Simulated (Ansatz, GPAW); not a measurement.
# Ti: programs and potentials compared

```
Ti
1.0
     2.95000    0.00000    0.00000
    -1.47500    2.55477    0.00000
     0.00000    0.00000    4.68000
Ti
2
Direct
  0.66667 0.33333 0.75000
  0.33333 0.66667 0.25000
```

Alike in all runs: task single point; functional PBE; k mesh 10 × 10 × 6; occupations gaussian, width 0.012 eV; no spin polarisation; no spin-orbit coupling. Pressure is positive in compression and, in plane waves, holds the error of the finite cutoff, which Ansatz's Pulay term estimates and takes out.

```tsv
program and potentials	plane-wave cutoff (eV)	notes	pressure (GPa)
Ansatz, Ansatz PAW	420	-	-1.42
GPAW, GPAW PAW data sets (gpaw-data 1.2.1)	600	-	-1.98
Ansatz, all-electron LAPW, scalar-relativistic	-	-	?
```

Q: Estimate from the other rows what the run with Ansatz, all-electron LAPW, scalar-relativistic gave.

A: Pressure -1.43 GPa. The other rows, which needn't bracket it: pressure -1.98 to -1.42.
